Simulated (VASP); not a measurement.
A run of VASP 6.6.1 is set up as follows.

INCAR

```
PREC = Accurate ; ENCUT = 600
EDIFF = 1E-6 ; ISMEAR = -1
SIGMA = 0.05 ; LREAL = F
LASPH = T ; NELM = 60
ALGO = Normal ; ISIF = 3
LWAVE = F ; LCHARG = F
GGA = PS ; IBRION = 2
NSW = 60 ; EDIFFG = -0.01
```

The input KPOINTS:

```
regular mesh
0
Gamma
  19 19 19
```

File POSCAR:

```
Sn
1.0
   -2.9196440750      2.9196440750      1.5938000000
    2.9196440750     -2.9196440750      1.5938000000
    2.9196440750      2.9196440750     -1.5938000000
Sn
2
Direct
    0.0000000000      0.0000000000      0.0000000000
    0.7500000000      0.2500000000      0.5000000000
```

Potentials or basis: VASP PAW PBE potentials, release 64 (Sn_d).

Command:

```bash
$ cat potpaw_PBE.64/Sn_d/POTCAR > POTCAR
$ mpirun -np 1 vasp_std > vasp.out
```

What does it give for the relaxed cell?

a = 4.420 Å, b = 4.420 Å, c = 4.420 Å, α = 97.30°, β = 97.30°, γ = 138.22°.

Estimate the band gap on the k mesh.

none (metal or under the smearing width).

Estimate the space group after relaxing (to 0.05 Å).

I4_1/amd (No. 141).

Predict the relaxed volume.

26.87 Å³/atom.

Final structure:
```
Sn
1.0
    -2.91989    2.91989    1.57597
     2.91989   -2.91989    1.57597
     2.91989    2.91989   -1.57597
Sn
2
Direct
  0.00000 0.00000 0.00000
  0.75000 0.25000 0.50000
```

Caveat: the PAW data sets were made with another functional, which shifts forces and pressure a little.
